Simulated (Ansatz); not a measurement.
CuO:

```
CELL_PARAMETERS angstrom
4.16094 0.00000 0.00000
0.00000 4.16094 0.00000
0.00000 0.00000 3.88764
ATOMIC_POSITIONS crystal
Cu 0.97755 0.98817 0.96033
Cu 0.03967 0.52611 0.51817
Cu 0.48116 0.99342 0.50592
O 0.01104 0.50282 0.97548
O 0.46136 0.98875 0.98674
O 0.02922 0.00073 0.55336
```

The cell comes from a database or a generator and needn't be the stable form of this composition.

The cell isn't the ideal one: all atoms moved at random, sigma 0.1 Å a component.

- Program: Ansatz 0.2.0
- Task: relaxation of cell and atoms
- Functional: r2SCAN
- Potentials or basis: Ansatz PAW
- Cutoff: 500 eV (not typed: the program's choice for these potentials)
- k mesh: 7 × 7 × 7
- Occupations: fermi-dirac, width 0.05 eV
- Spin: no spin polarisation

At the start: volume 11.22 Å³/atom.

Question: How do energy, volume and symmetry change on relaxing?

Answer: It ends after 7 steps and the volume is 10.88 Å³/atom (-3.0 %); space group P4/mmm (No. 123, to 0.05 Å).

Step by step:
```tsv
step	energy change (eV)	largest force (eV/Å)	volume (Å³)
1	0.0000	9.7584	67.31
2	-1.1009	5.8218	66.26
3	-2.0035	0.1112	65.42
4	-2.0071	0.0023	65.52
5	-2.0080	0.0009	65.36
6	-2.0082	0.0001	65.28
7	-2.0063	0.0001	65.28
```

Final structure:
```cif
data_structure
_symmetry_space_group_name_H-M 'P 1'
_symmetry_Int_Tables_number 1
_cell_length_a 4.1195
_cell_length_b 4.1195
_cell_length_c 3.8467
_cell_angle_alpha 90.000
_cell_angle_beta 90.000
_cell_angle_gamma 90.001
_cell_volume 65.28
loop_
_atom_site_label
_atom_site_type_symbol
_atom_site_fract_x
_atom_site_fract_y
_atom_site_fract_z
_atom_site_occupancy
Cu1 Cu 0.99999 0.00000 0.00000 1
Cu2 Cu 0.00002 0.50000 0.50000 1
Cu3 Cu 0.50000 0.00000 0.50000 1
O1 O 0.00000 0.50000 0.00000 1
O2 O 0.49999 0.00000 0.00000 1
O3 O 0.99999 0.00000 0.50000 1
```

Caveat: the plane-wave basis is chosen anew once the cell has moved, so the energies of steps on either side of that aren't comparable; an odd number of electrons without spin polarisation forces a metal; a magnetic or distorted state may lie lower; the run has no spin polarisation, though such a crystal can be magnetic; the PAW data sets come from PBE, with cores solved anew for the run's functional, which leaves a small shift of forces and pressure.
